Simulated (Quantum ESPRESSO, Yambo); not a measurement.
# AgBr (Fm-3m): G0W0 with Yambo, start to end, part 3 of 3

How does a plane-wave GW calculation on AgBr (Fm-3m) run from the first input to the gap?

Quantum ESPRESSO 7.5 and Yambo 5.3.0; PBE and many-body steps on it, plane waves. Known limits of the many-body steps: not at the basis limit; d shell near the gap, gap tends to lie low; no spin-orbit coupling; coarse k mesh.

So far. Step 3 (Bands along the symmetry lines): The gap is 0.672 eV, as in the run before at this level. Step 4 (Empty states on the mesh, 4×4×4 mesh, 215 bands): On this mesh the gap is 0.672 eV.

The database entry behind the starting cell differs from later determinations by our own check (about 0.6 % short of the room-temperature cell), so it need not match the best structure at ambient conditions.

## 6. Screening and self-energy, 4×4×4 mesh, 215 bands, screening to 210.9 eV

Now the one-shot GW correction: screening in the RPA, then the self-energy of the levels asked for.

This step: G0W0 on PBE, plane waves, norm-conserving pseudopotentials.

File gw1.in:

```
HF_and_locXC
gw0
dyson
ppa
em1d
rim_cut
RandQpts= 1000000
RandGvec= 1 RL
EXXRLvcs= 76 Ry
VXCRLvcs= 304 Ry
Chimod= "HARTREE"
% BndsRnXp
 1 | 215 |
%
NGsBlkXp= 15.5 Ry
% LongDrXp
 1 | 1 | 1 |
%
% GbndRnge
 1 | 215 |
%
DysSolver= "n"
ExtendOut
PPAPntXp= 27.21138 eV
% QPkrange
 1 | 8 | 11 | 23 |
%
```

The run is started by

```sh
OMP_NUM_THREADS=1 mpirun -n 4 yambo -F gw1.in -J gw1 -C gw1 > gw1.log
```

Log:

```text
 Yambo, version 5.3.0

 [02] CORE Variables Setup
 =========================

  [... cell, symmetries and grids as in the set-up ...]

  [02.05] Energies & Occupations
  ==============================

  [X] === General ===
  [X] Electronic Temperature                        :  0.000000  0.000000 [eV K]
  [X] Bosonic    Temperature                        :  0.000000  0.000000 [eV K]
  [X] Finite Temperature mode                       : no
  [X] El. density                                   :  0.76131E+24 [cm-3]
  [X] Fermi Level                                   :  9.717580 [eV]

  [X] === Gaps and Widths ===
  [X] Conduction Band Min                           :  0.672400 [eV]
  [X] Valence Band Max                              :  0.000000 [eV]
  [X] Filled Bands                                  :  18
  [X] Empty Bands                                   :   19  215
  [X] Direct Gap                                    :  2.604421 [eV]
  [X] Direct Gap localized at k                     :  1
  [X] Indirect Gap                                  :  0.672400 [eV]
  [X] Indirect Gap between kpts                     :  3  1
  [X] Last valence band width                       :  2.284116 [eV]
  [X] 1st conduction band width                     :  4.310293 [eV]

 [03] Transferred momenta grid and indexing
 ==========================================

 IBZ Q-points                                      :   8
 BZ  Q-points                                      :   64

 K/Q-points units:
 rlu = crystal or reduced units; cc = cartesian coordinates; iku = interal k-units

 Q [1]          [rlu]:  0.000000  0.000000  0.000000
 Q [2]          [rlu]:  0.11377E-17  0.11377E-17  0.25000
 Q [3]          [rlu]: -0.22755E-17 -0.22755E-17 -0.50000
 Q [4]          [rlu]: -0.11010E-17  0.25000      0.25000
 Q [5]          [rlu]:  0.15016E-16  0.25000      0.50000
 Q [6]          [rlu]: -0.22755E-17  0.25000     -0.25000
 Q [7]          [rlu]:  0.22019E-17 -0.50000     -0.50000
 Q [8]          [rlu]:  0.250000 -0.500000 -0.250000

 [04] Coloumb potential Random Integration (RIM)
 ===============================================

  [04.01] RIM initialization
  ==========================

  * Diagonal components only detected *

  8 x (sBL volume)        :  0.097165 [a.u.]
  sBZ random points       :  1000000
  Points outside the sBZ  :   7968281
  RL volume               :  0.777319 [a.u.]
  Integrated volume       :  0.780413 [a.u.]

  [04.02] RIM integrals
  =====================

  Gamma point sphere radius             :  0.083391 [a.u.]
  Points outside the sphere             :   800476
  [Int_sBZ(q=0) 1/q^2]*(Vol_sBZ)^(-1/3) =:  7.776341
                                 should be <:  7.795600

  Summary of Coulomb integrals for non-metallic bands |Q|[au] RIM/Bare

  Q [1] 0.100000E-4 0.997530 * Q [2] 0.250811 1.068455
  Q [4] 0.289612 1.066792 * Q [6] 0.409573 1.029758
  Q [5] 0.480267 1.022667 * Q [3] 0.501623 1.020719
  Q [7] 0.579224 1.017590 * Q [8] 0.647592 1.014588

 [05] Dipoles
 ============

  [05.01] Setup: observables and procedures
  =========================================

 [06] Dynamic Dielectric Matrix (PPA)
 ====================================

 [WR./gw1//ndb.pp]---------------------------------------------------------------
  Brillouin Zone Q/K grids (IBZ/BZ)                :    8   64    8   64
  RL vectors                                       :   4477 [WF]
  Coulomb cutoff potential                         : none
  Electronic Temperature                           :  0.000000 [K]
  Bosonic    Temperature                           :  0.000000 [K]
  PPA    diel. fun.  energies                      : Perdew, Burke & Ernzerhof(X)+Perdew, Burke & Ernzerhof(C)
  wavefunctions                                    : Perdew, Burke & Ernzerhof(X)+Perdew, Burke & Ernzerhof(C)
  Global Gauge                                     : length
  X matrix size                                    :   339
  X band range                                     :    1  215
  X e/h energy range                               : -1.000000 -1.000000 [eV]
  X Time ordering                                  : R
  X Hxc Kernel                                     : HARTREE
  X Drude frequency                                :  0.000000  0.000000
  X poles                                          :  100.0000 [o/o]
  RL vectors in the sum                            :   4477
  [r,Vnl] included                                 : yes
  Field direction                                  :  0.577350E-5  0.577350E-5  0.577350E-5
  BZ energy Double Grid                            : no
  BZ energy DbGd points                            : 0
  BZ Q point size factor                           : -1.000000
  X Optical Averaged directions                    : none

 [07] Local Exchange-Correlation + Non-Local Fock
 ================================================

 [VXC] Plane waves :  28571
 [EXS] Plane waves :   3647

 QP @ state[ 1 ] K range:   1   8
 QP @ state[ 1 ] b range:  11  23

 [xc] Functional : Perdew, Burke & Ernzerhof(X)+Perdew, Burke & Ernzerhof(C)
 [xc] LIBXC used to calculate xc functional
  PP Number of Atomic Species                      :  2
  NLCC RL compoments                               :  28571
  PP Number of Atomic Species                      :  2
  NLCC RL compoments                               :  28571

 [xc] E_xc :  -26.50683 [Ha]
      E_xc :  -53.01365 [Ry]

  Local XC kind (lXC) : Perdew, Burke & Ernzerhof(X)+Perdew, Burke & Ernzerhof(C)
  Non-Local XC kind (nlXC) : Hartree-Fock

  Corrections @ K [1] :  [eV]
 <11|nlXC|11> = -29.88157  0.94323E-17 <11|lXC|11> = -23.18781  0.75527E-15
 <12|nlXC|12> = -29.88155 -0.28777E-17 <12|lXC|12> = -23.18781 -0.37763E-15
 <13|nlXC|13> = -29.88191  0.40195E-17 <13|lXC|13> = -23.18781  0.000000
 <14|nlXC|14> = -30.37158 -0.11190E-16 <14|lXC|14> = -23.53652  0.37763E-15
 <15|nlXC|15> = -30.37139 -0.22098E-16 <15|lXC|15> = -23.53652  0.37763E-15
 <16|nlXC|16> = -19.87256  0.28923E-17 <16|lXC|16> = -14.93821  0.47204E-16
 <17|nlXC|17> = -19.87242 -0.92665E-17 <17|lXC|17> = -14.93821 -0.11801E-16
 <18|nlXC|18> = -19.87260  0.23422E-17 <18|lXC|18> = -14.93821 -0.94408E-16
 <19|nlXC|19> = -7.964384  0.11883E-17 <19|lXC|19> = -11.69944 -0.47204E-16
 <20|nlXC|20> = -6.579158 -0.87145E-18 <20|lXC|20> = -11.72707  0.000000
[...]
Corrections @ K [2] :  [eV]
[...]
Corrections @ K [3] :  [eV]
[...]
Corrections @ K [4] :  [eV]
[...]
Corrections @ K [5] :  [eV]
[...]
[... 2 further k-points ...]
  Corrections @ K [8] :  [eV]
[...]
<19|nlXC|19> = -9.933830 -0.21795E-18 <19|lXC|19> = -13.91704  0.48679E-16
 <20|nlXC|20> = -5.574179  0.57439E-18 <20|lXC|20> = -10.65783  0.10621E-15
 <21|nlXC|21> = -6.909718  0.25930E-18 <21|lXC|21> = -11.20191  0.82607E-16
 <22|nlXC|22> = -6.909452  0.12187E-17 <22|lXC|22> = -11.20191  0.14161E-15
 <23|nlXC|23> = -5.729003  0.32238E-18 <23|lXC|23> = -11.44305 -0.70806E-16

  [07.01] Hartree-Fock occupations report
  =======================================

  [Hartree-Fock] === General ===
  [Hartree-Fock] Electronic Temperature             :  0.000000  0.000000 [eV K]
  [Hartree-Fock] Bosonic    Temperature             :  0.000000  0.000000 [eV K]
  [Hartree-Fock] Finite Temperature mode            : no
  [Hartree-Fock] El. density                        :  0.76131E+24 [cm-3]
  [Hartree-Fock] Fermi Level                        :  9.717580 [eV]

  [Hartree-Fock] === Gaps and Widths ===
  [Hartree-Fock] Conduction Band Min                :  4.407454 [eV]
  [Hartree-Fock] Valence Band Max                   : -5.181533 [eV]
  [Hartree-Fock] Filled Bands                       :  18
  [Hartree-Fock] Empty Bands                        :   19  215
  [Hartree-Fock] Direct Gap                         :  11.27386 [eV]
  [Hartree-Fock] Direct Gap localized at k          :  1
  [Hartree-Fock] Indirect Gap                       :  9.588987 [eV]
  [Hartree-Fock] Indirect Gap between kpts          :  3  1
  [Hartree-Fock] Last valence band width            :  3.913274 [eV]
  [Hartree-Fock] 1st conduction band width          :  4.579438 [eV]

 [08] Dyson equation: Newton solver
 ==================================

  [08.01] G0W0 (W PPA)
  ====================

  [  GW  ] Bands range     :    1  215
  [GW/PPA] G damping       :  0.100000 [eV]

  QP @ state[ 1 ] K range:   1   8
  QP @ state[ 1 ] b range:  11  23

   Sc/G bands                                       :    1  215
   Sc/G damping                                     :  0.100000 ev
   Sc bands terminator                              : no
   Sx RL components                                 :   3647

   QP @ state[ 1 ] K range                          :   1   8
   QP @ state[ 1 ] b range                          :  11  23
   GF energies kind                                 : Perdew, Burke & Ernzerhof(X)+Perdew, Burke & Ernzerhof(C)
   GF WF`s kind                                     : Perdew, Burke & Ernzerhof(X)+Perdew, Burke & Ernzerhof(C)
   Xs energies kind                                 : Perdew, Burke & Ernzerhof(X)+Perdew, Burke & Ernzerhof(C)
   Xs WF`s kind                                     : Perdew, Burke & Ernzerhof(X)+Perdew, Burke & Ernzerhof(C)

 [11] Game Over & Game summary
```

It took 28 min on 4 MPI ranks of Arm Neoverse V1, shared host; peak memory 1.9 GiB.

This step gave:

| Item | Value |
| --- | --- |
| G0W0 gap on the mesh | 2.068 eV |
| starting gap on the mesh | 0.6724 eV |
| k of the valence top | 0, 0, -0.5 |
| k of the conduction bottom | 0, 0, 0 |
| least direct G0W0 gap on the computed points | 4.515 eV |
| Z at the valence top | 0.8017 |
| Z at the conduction bottom | 0.8278 |

The gap on the mesh goes from 0.67 eV to 2.07 eV, a correction of +1.40 eV.

Limits: finite bands, cutoff and mesh; d shell near the gap, gap tends to lie low; no spin-orbit coupling; coarse k mesh. v1 is the top filled band, c1 the lowest empty one. The levels before and after the correction (eV, zero at the valence-band top of each column):

|  | conduction bottom | valence top |
| --- | --- | --- |
| Kohn-Sham | 0.67 | 0.00 |
| G0W0 | 2.07 | 0.00 |

```
                      level  energy (eV)
Kohn-Sham           Γ v3-v1       -1.932
Kohn-Sham              Γ c1        0.672
Kohn-Sham           Γ c2-c3        9.929
Kohn-Sham     (0 0 -0.5) v3       -2.148
Kohn-Sham  (0 0 -0.5) v2-v1        0.000
Kohn-Sham     (0 0 -0.5) c1        3.740
Kohn-Sham     (0 0 -0.5) c2        6.595
Kohn-Sham     (0 0 -0.5) c3        6.775
     G0W0           Γ v3-v1       -2.447
     G0W0              Γ c1        2.068
     G0W0           Γ c2-c3       11.913
     G0W0     (0 0 -0.5) v3       -1.857
     G0W0  (0 0 -0.5) v2-v1        0.000
     G0W0     (0 0 -0.5) c1        5.154
     G0W0     (0 0 -0.5) c2        8.068
     G0W0     (0 0 -0.5) c3        8.559
```

## 7. Where the time went

Times are wall times on the hardware named with each run, good to a factor of about two.

| step | time | share | memory (GiB) |
| --- | --- | --- | --- |
| ground state | 7.2 s | 0 % | 0.27 |
| bands along the symmetry lines | 5.6 s | 0 % | 0.22 |
| empty states on the mesh | 18 s | 1 % | 0.46 |
| conversion and set-up | 2.5 s | 0 % | 0.25 |
| screening and self-energy | 28 min | 98 % | 1.9 |

## 8. Summary of results

| Property | Result |
| --- | --- |
| PBE gap | 0.67 eV, indirect |
| G0W0 gap on the mesh | 2.07 eV |
| GW settings | 4×4×4 mesh, 215 bands, screening to 210.9 eV, Godby-Needs plasmon pole |
| known limits | not at the basis limit; d shell near the gap, gap tends to lie low; no spin-orbit coupling; coarse k mesh |

G0W0 moves the gap on the mesh from 0.67 eV to 2.07 eV (+1.40 eV), with Z of 0.80 and 0.83 at the edges. The dearest step here is «screening and self-energy». Bands and cutoff are finite, so the gap is not at the basis limit. The miss can reach some tenths of an eV and take either sign; the mesh is an error of its own. The 4×4×4 mesh is coarse for this cell, which bears on the long-range parts of exchange and screening. A d shell, filled or nearly so, lies near the gap. One-shot GW converges very slowly in bands there, not always from below, and on a semilocal start the gap tends to come out low; starts rich in exact exchange can overshoot instead. The many-body steps are scalar-relativistic: spin-orbit coupling is not in them.

[Paths, hosts, dates, memory and timing lines, banners, echoed tables and standing remarks are left out of the program output.]

[Logs are printed without paths, hosts, clocks, repeated set-up lines and the standing remarks that a program may print on its own settings, such as how far it seeks lower states.]

[Runs of the session that timed out or met a known fault of the program may be left out.]

[Hosts, paths, dates, database ids (printed as entryN), source tags and the programs' standing remarks are cut or masked in the printed files.]
